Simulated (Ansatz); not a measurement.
## The bulk modulus of ZrO2 from a series of volumes

Reference cell: a structure deposited in the COD, whose atoms a relaxation with PBE at fixed cell left in place.

```
CELL_PARAMETERS angstrom
0.00000 2.54500 2.54500
2.54500 0.00000 2.54500
2.54500 2.54500 0.00000
ATOMIC_POSITIONS crystal
Zr 0.00000 0.00000 0.00000
O 0.25000 0.25000 0.25000
O 0.75000 0.75000 0.75000
```

Sites (sets of like atoms) are named by element and the number of their first atom in this list.

Method: Kohn–Sham DFT in Ansatz, PBE, plane waves and PAW, scalar-relativistic, 420 eV cutoff, Γ-centred 10×10×10 k-points, Fermi–Dirac smearing 0.02 eV.

The cell is scaled uniformly, and the ions relax again at each size.

| V/V₀ | pressure (GPa) | gap on the k-mesh (eV) |
| --- | --- | --- |
| 0.94 | ? | ? |
| 0.96 | 14.9 | 3.47 |
| 0.98 | 9.0 | 3.42 |
| 1.00 | 3.7 | 3.36 |
| 1.02 | -1.1 | 3.30 |
| 1.04 | -5.4 | 3.25 |
| 1.06 | -9.3 | 3.20 |

Q: Estimate the row at V/V₀ = 0.94, the equilibrium volume and the bulk modulus.

A: pressure (GPa): 21.4; gap on the k-mesh (eV): 3.53. Worked: a parabola in ln(V/V₀) through the other 6 rows gives 21.3 GPa there. It crosses zero pressure at V/V₀ = 1.015, the equilibrium volume of this functional, where the bulk modulus is B = −dP/d ln V = 237 GPa. The gap falls as the cell grows, by 0.028 eV per per cent of volume.

This high-symmetry form of ZrO2 is unstable when cold, to shifts of the oxygen columns, towards the tetragonal form. The symmetry of the cell holds that distortion back, wholly or in part, and it would change the field gradients, the more the larger the distortion.
